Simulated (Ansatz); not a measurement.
The system is CdS (Hawleyite).

```xyz
2
Lattice="0.0000 2.9165 2.9165 2.9165 0.0000 2.9165 2.9165 2.9165 0.0000" Properties=species:S:1:pos:R:3 pbc="T T T"
Cd    0.0000    0.0000    0.0000
S     4.3748    4.3748    4.3748
```

Program: Ansatz 0.2.0. Alike in all runs: cell as given; k mesh 8 × 8 × 8.

**Question.** Order these runs on this cell by their pressure, lowest first.
A. level PBE; potentials or basis Ansatz PAW; spin off; cutoff (eV) 420; smearing fermi-dirac 0.05 eV
B. level BPBE+D4; potentials or basis Ansatz PAW; spin off; cutoff (eV) 420; smearing fermi-dirac 0.15 eV
C. level BLYP+D3(BJ)-ATM; potentials or basis SPMS NC; spin collinear, ferromagnetic start; cutoff (eV) 653; smearing gaussian 0.02 eV

**Answer.** B (-1.6 GPa), C (1.2 GPa), A (2.8 GPa).

Caveats: the potentials were made for another functional, which shifts forces and pressure (some runs); the starting moments weren't kept (some runs); the PAW data sets come from PBE, with cores solved anew for the run's functional, which leaves a small shift of forces and pressure (some runs); the dispersion damping was fitted for another functional or another form of the correction (some runs).
